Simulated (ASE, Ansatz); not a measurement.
# Electronic structure of generalised stacking fault on (110) of a KCl-RbCl solid solution (80 atoms), part 2 of 2

Aim: energy, forces, charges and density of states of generalised stacking fault on (110) of a KCl-RbCl solid solution (80 atoms) at a fixed geometry.

Ansatz 0.2.0; Kohn-Sham DFT, PBE, PAW (set soft_2), plane waves.

The cell: 13 Rb, 40 Cl and 27 K. The host structure and its lattice constant were typed by rule, without a check against the phase diagram.

So far. Step 2 (Plane-wave single point): Mean Löwdin charges: Cl -0.70, K +0.76, Rb +0.80 e (they miss 0.43 % of the electrons, so they add up to more than the cell's charge). The largest share in the top eV of filled states is Cl p (98 % of the projected weight), and in the lowest eV of empty states K s (65 % of the projected weight).

### 3. Distances and neighbours

Bonds and neighbours are counted at the geometry of the runs.

Density 3.00 g/cm³, 24.80 Å³ an atom.

g(r), total and by pair (bins of 0.2 Å):

| r (Å) | total | Cl-Cl | Cl-K | Cl-Rb | K-K | K-Rb | Rb-Rb |
| --- | --- | --- | --- | --- | --- | --- | --- |
| 3.00 | 0.10 | 0.00 | 0.23 | 0.16 | 0.00 | 0.00 | 0.00 |
| 3.20 | 7.51 | 0.00 | 14.97 | 15.17 | 0.00 | 0.00 | 0.00 |
| 3.40 | 0.17 | 0.00 | 0.37 | 0.26 | 0.00 | 0.00 | 0.00 |
| 3.60 | 4.05 | 8.05 | 0.00 | 0.00 | 7.90 | 8.50 | 7.60 |
| 3.80 | 0.33 | 0.70 | 0.00 | 0.00 | 0.77 | 0.49 | 0.68 |
| 4.00 | 0.00 | 0.00 | 0.00 | 0.00 | 0.00 | 0.00 | 0.00 |
| 4.20 | 0.00 | 0.00 | 0.00 | 0.00 | 0.00 | 0.00 | 0.00 |
| 4.40 | 0.00 | 0.00 | 0.00 | 0.00 | 0.00 | 0.00 | 0.00 |
| 4.60 | 0.00 | 0.00 | 0.00 | 0.00 | 0.00 | 0.00 | 0.00 |
| 4.80 | 0.00 | 0.00 | 0.00 | 0.00 | 0.00 | 0.00 | 0.00 |
| 5.00 | 0.16 | 0.31 | 0.00 | 0.00 | 0.34 | 0.35 | 0.00 |
| 5.20 | 4.04 | 8.01 | 0.00 | 0.00 | 7.96 | 8.29 | 8.02 |
| 5.40 | 0.20 | 0.44 | 0.00 | 0.00 | 0.37 | 0.38 | 0.33 |
| 5.60 | 0.00 | 0.00 | 0.00 | 0.00 | 0.00 | 0.00 | 0.00 |
| 5.80 | 0.06 | 0.00 | 0.13 | 0.09 | 0.00 | 0.00 | 0.00 |
| 6.00 | 4.98 | 0.00 | 9.65 | 10.65 | 0.00 | 0.00 | 0.00 |
| 6.20 | 1.40 | 0.20 | 2.90 | 1.96 | 0.22 | 0.23 | 0.00 |
| 6.40 | 1.81 | 3.52 | 0.11 | 0.07 | 2.90 | 4.67 | 1.39 |
| 6.60 | 0.09 | 0.18 | 0.00 | 0.00 | 0.20 | 0.20 | 0.00 |
| 6.80 | 0.00 | 0.00 | 0.00 | 0.00 | 0.00 | 0.00 | 0.00 |
| 7.00 | 0.00 | 0.00 | 0.00 | 0.00 | 0.00 | 0.00 | 0.00 |
| 7.20 | 0.00 | 0.02 | 0.00 | 0.00 | 0.00 | 0.00 | 0.00 |
| 7.40 | 1.10 | 2.18 | 0.00 | 0.00 | 2.53 | 1.50 | 3.65 |
| 7.60 | 0.00 | 0.00 | 0.00 | 0.00 | 0.00 | 0.00 | 0.00 |
| 7.80 | 0.19 | 0.00 | 0.43 | 0.29 | 0.00 | 0.00 | 0.00 |

Bonds by pair of elements; cutoffs follow the first minimum of g(r), held within bounds set by covalent radii, and pairs that aren't listed don't count as bonded:

| pair A-B | cutoff (Å) | bonds | mean length (Å) | spread (Å) | shortest (Å) | B about A | A about B |
| --- | --- | --- | --- | --- | --- | --- | --- |
| Cl-K | 3.77 | 216 | 3.18 | 0.047 | 3.08 | 5.4 | 8 |
| Cl-Rb | 3.77 | 104 | 3.18 | 0.04 | 3.09 | 2.6 | 8 |

How many atoms have how many bonded neighbours:

| element | mean | 8 |
| --- | --- | --- |
| Cl | 8 | 40 |
| K | 8 | 27 |
| Rb | 8 | 13 |

Bond angles, per cent of each kind in bins of 5°:

| angle (°) | Cl-K-Cl | K-Cl-Rb | K-Cl-K | Cl-Rb-Cl | Rb-Cl-Rb |
| --- | --- | --- | --- | --- | --- |
| 65–70 | 4.5 | 3.0 | 5.5 | 3.6 | 3.9 |
| 70–75 | 38.4 | 38.2 | 38.3 | 39.3 | 43.1 |
| 75–80 | 0.0 | 0.0 | 0.0 | 0.0 | 0.0 |
| 80–85 | 0.0 | 0.0 | 0.0 | 0.0 | 0.0 |
| 85–90 | 0.0 | 0.0 | 0.0 | 0.0 | 0.0 |
| 90–95 | 0.0 | 0.0 | 0.0 | 0.0 | 0.0 |
| 95–100 | 0.0 | 0.0 | 0.0 | 0.0 | 0.0 |
| 100–105 | 0.0 | 0.0 | 0.0 | 0.0 | 0.0 |
| 105–110 | 36.5 | 37.0 | 36.0 | 38.5 | 42.2 |
| 110–115 | 5.8 | 4.0 | 7.3 | 4.1 | 4.9 |
| 115–120 | 0.5 | 0.2 | 0.4 | 0.3 | 0.0 |
| 120–125 | 0.0 | 0.0 | 0.0 | 0.0 | 0.0 |
| 125–130 | 0.0 | 0.0 | 0.0 | 0.0 | 0.0 |
| 130–135 | 0.0 | 0.0 | 0.0 | 0.0 | 0.0 |
| 135–140 | 0.0 | 0.0 | 0.0 | 0.0 | 0.0 |
| 140–145 | 0.0 | 0.0 | 0.0 | 0.0 | 0.0 |
| 145–150 | 0.0 | 0.0 | 0.0 | 0.0 | 0.0 |
| 150–155 | 0.0 | 0.0 | 0.0 | 0.0 | 0.0 |
| 155–160 | 0.0 | 0.0 | 0.0 | 0.0 | 0.0 |
| 160–165 | 0.0 | 0.0 | 0.0 | 0.0 | 0.0 |
| 165–170 | 0.0 | 0.0 | 0.0 | 0.0 | 0.0 |
| 170–175 | 0.5 | 0.8 | 0.6 | 0.5 | 0.0 |
| 175–180 | 13.8 | 16.8 | 11.9 | 13.7 | 5.9 |

Bond angles (no mean is given where the spread exceeds 20°):

| angle | count | mean (°) | spread (°) |
| --- | --- | --- | --- |
| Cl-K-Cl | 756 | - | - |
| K-Cl-Rb | 524 | - | - |
| K-Cl-K | 494 | - | - |
| Cl-Rb-Cl | 364 | - | - |
| Rb-Cl-Rb | 102 | - | - |

First main peaks of g(r), for some of the pairs, lie near 3.68 Å (Cl-Cl), 3.18 Å (Cl-K), 3.18 Å (Cl-Rb), 3.68 Å (K-K), 3.67 Å (K-Rb) and 3.68 Å (Rb-Rb). Counting bonds as in the table, all Cl atoms have 8, all K atoms have 8 and all Rb atoms have 8 bonded neighbours.

A closer look about Cl70, which bears the longest force: 15 atoms, nearest first, numbered in the order of the input, with positions taken from that point.

| atom | x | y | z | distance (Å) | bonds | Löwdin charge (e) | Fx | Fy | Fz (eV/Å) |
| --- | --- | --- | --- | --- | --- | --- | --- | --- | --- |
| Cl70 | 0.00 | 0.00 | 0.00 | 0.00 | 8 | -0.70 | -0.116 | -0.172 | 0.295 |
| Rb71 | 1.83 | -0.01 | -2.58 | 3.17 | 8 | 0.79 | -0.061 | -0.032 | -0.012 |
| K77 | -1.84 | 2.58 | 0.00 | 3.17 | 8 | 0.74 | 0.003 | 0.010 | 0.032 |
| K7 | 1.80 | -0.02 | 2.61 | 3.17 | 8 | 0.76 | -0.017 | 0.010 | 0.066 |
| Rb79 | 1.83 | 2.58 | 0.02 | 3.17 | 8 | 0.80 | -0.023 | 0.022 | -0.010 |
| Rb69 | -1.85 | -0.01 | -2.58 | 3.17 | 8 | 0.79 | 0.048 | -0.023 | 0.011 |
| K75 | 1.83 | -2.62 | 0.02 | 3.19 | 8 | 0.76 | -0.031 | 0.001 | 0.014 |
| K5 | -1.86 | -0.03 | 2.61 | 3.21 | 8 | 0.76 | -0.011 | 0.033 | 0.042 |
| K73 | -1.86 | -2.62 | 0.03 | 3.22 | 8 | 0.75 | 0.047 | 0.036 | -0.007 |
| Cl66 | -0.04 | 2.58 | -2.60 | 3.66 | 8 | -0.70 | 0.092 | 0.263 | 0.060 |
| Cl72 | -3.67 | -0.02 | 0.03 | 3.67 | 8 | -0.70 | 0.055 | -0.106 | 0.241 |
| Cl78 | -0.02 | 2.58 | 2.61 | 3.67 | 8 | -0.70 | -0.028 | -0.124 | 0.198 |
| Cl58 | -0.03 | -2.62 | -2.57 | 3.67 | 8 | -0.70 | 0.144 | -0.217 | 0.130 |
| Cl72 | 3.67 | -0.02 | 0.03 | 3.67 | 8 | -0.70 | 0.055 | -0.106 | 0.241 |
| Cl74 | -0.01 | -2.61 | 2.61 | 3.70 | 8 | -0.70 | 0.058 | 0.137 | -0.009 |

The column of bonds counts only the pairs Cl-K within 3.77 Å, Cl-Rb within 3.77 Å; other neighbours, such as metal atoms beside each other in a compound, aren't counted, and periodic images can show an atom twice.

### 4. Outcome

| Item | Value |
| --- | --- |
| free energy per atom | -1591.5213 eV/atom |
| density | 3 g/cm³ |
| pressure | 4.88 GPa |
| r.m.s. force component | 0.1033 eV/Å |
| gap (highest filled to lowest empty level) | 5.579 eV |
| wall time of the 1 DFT run | 41 s |

What this shows: The highest filled and lowest empty levels differ by 5.58 eV on the run's k-points; the mesh holds the band edges only if they fold onto it, so the gap at this level can be narrower or closed, while semilocal functionals tend to narrow gaps against experiment. Counting bonds as in the table, all Cl atoms have 8, all K atoms have 8 and all Rb atoms have 8 bonded neighbours.

Caveats: The geometry was built by rule, was displaced at random and isn't relaxed at this level: its force components are 0.10 eV/Å r.m.s. The pressure of 4.9 GPa shows the cell to be compressed for this functional.

[Hosts, paths, dates, database ids (printed as entryN), source tags and the programs' standing remarks are cut or masked in the printed files.]
